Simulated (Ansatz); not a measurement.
`N[Si](N)(N)O` + `C=CC(N)=O` → `C=C[Si](N)(N)O` + `NC(N)=O`  (formal exchange of groups at the Si–N bond)

Computed with Ansatz on PBE0-D4/def2-TZVP structures; ΔE is electronic, products minus reactants. CBS: MP2 limit from def2 TZ/QZ plus the TZ coupled-cluster correction, frozen cores. DFT in def2-TZVPP. Each species was taken in one conformer, which may not be the lowest.

`N[Si](N)(N)O`:

```xyz
12

N    -0.615    1.384    0.624
Si    0.150    0.045   -0.105
N     1.231   -0.555    1.070
N    -1.175   -0.864   -0.719
O     1.165    0.251   -1.390
H    -0.078    2.027    1.181
H    -1.407    1.829    0.192
H     0.924   -0.796    1.996
H     2.050   -1.068    0.791
H    -1.979   -1.016   -0.132
H    -0.994   -1.676   -1.288
H     0.728    0.440   -2.221
```

`C=CC(N)=O`:

Z-matrix (Å, degrees):
```
C
C 1 1.324
H 1 1.083 2 121.9
H 1 1.085 2 119.5 3 -180.0
C 2 1.490 1 120.4 3 -180.0
H 2 1.087 1 121.1 3 0.0
O 5 1.214 2 123.2 1 -0.0
N 5 1.358 2 114.4 1 180.0
H 8 1.003 5 122.2 2 0.1
H 8 1.005 5 118.5 2 180.0
```

`C=C[Si](N)(N)O`:

```xyz
14

C     1.278    1.847   -0.257
C     0.261    1.175   -0.792
Si   -0.478   -0.354   -0.043
N    -0.163   -0.307    1.635
N     0.115   -1.890   -0.534
O    -2.044   -0.286   -0.563
H     1.734    1.535    0.679
H     1.701    2.732   -0.725
H    -0.152    1.539   -1.732
H    -0.290    0.539    2.164
H    -0.290   -1.129    2.202
H     1.052   -2.158   -0.280
H    -0.116   -2.229   -1.454
H    -2.607   -1.015   -0.299
```

`NC(N)=O`:

```xyz
8

N     0.978    0.546   -0.374
C    -0.135   -0.264   -0.408
N    -0.847   -0.290    0.770
O    -0.458   -0.899   -1.387
H     1.376    0.715   -1.282
H     0.973    1.338    0.246
H    -1.533   -1.024    0.806
H    -0.354   -0.122    1.630
```

```csv
level,ΔE (kJ/mol),difference from CCSD(T)/CBS
PBE0-D4,44.9,-9.6
ωB97X-V,47.1,-7.4
ωB97M-V,49.3,-5.2
B2PLYP,52.3,-2.2
PBE,44.8,-9.7
CCSD/def2-TZVPP,51.2,-3.3
CCSD(T)/def2-TZVPP,51.6,-2.9
MP2/def2-QZVPP,55.5,1.0
SCS-MP2/def2-QZVPP,55.1,0.6
MP2/CBS(def2),56.3,1.8
CCSD(T)/CBS,54.5,0
```

Largest T1 diagnostic among the species: 0.015.

CCSD(T)/CBS has its own doubt, a few kJ/mol and more with outer-core shells, so smaller differences from it don't rank the levels.
